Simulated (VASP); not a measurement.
Runs of VASP 6.6.1 on Os. Symmetry: P6_3/mmc, No. 194, hexagonal system. Conventional cell: a = 2.734 Å, b = 2.734 Å, c = 4.320 Å, α = 90.00°, β = 90.00°, γ = 120.00°. Around Os (site symmetry -6m2) lie 12 Os at 2.68 to 2.73 Å. 

```csv
task,level,potentials or basis,spin,cell,k mesh,cutoff (eV),gap on the mesh (eV),pressure (GPa),relaxed volume (Å³/atom)
band structure,AM05,"VASP PAW PBE potentials, release 64 (Os)",off,as given,11 × 11 × 6,520,-,-5.7,-
relaxation of cell and atoms,RPBE,"VASP PAW PBE potentials, release 64 (Os)",off,relaxed,11 × 11 × 6,600,none,0.0,14.42
relaxation of cell and atoms,AM05,"VASP PAW PBE potentials, release 64 (Os)",off,relaxed,11 × 11 × 6,600,none,-0.1,(a)
relaxation of cell and atoms,revPBE,"VASP PAW PBE potentials, release 64 (Os)",off,relaxed,11 × 11 × 6,600,none,0.0,14.38
relaxation of cell and atoms,PW91,"VASP PAW PBE potentials, release 64 (Os)",off,relaxed,11 × 11 × 6,600,none,0.0,14.42
relaxation of cell and atoms,LDA,"VASP PAW LDA potentials, release 64 (Os)",off,relaxed,11 × 11 × 6,600,none,0.0,13.74
```

Alike in all rows: smearing fermi-dirac 0.05 eV.

**Question.** Fill in the values left out.

**Answer.** (a) 13.81.

Caveats: the PAW data sets were made with another functional, which shifts forces and pressure a little (some runs); spin-orbit coupling is left out, which moves the levels of the heavy elements (some runs).

A k mesh can miss the band edges, and the runs leave out spin-orbit coupling on Os.

A gap of «none» marks a metal or a gap under the smearing width.

Runs at the PBE level aren't shown here.
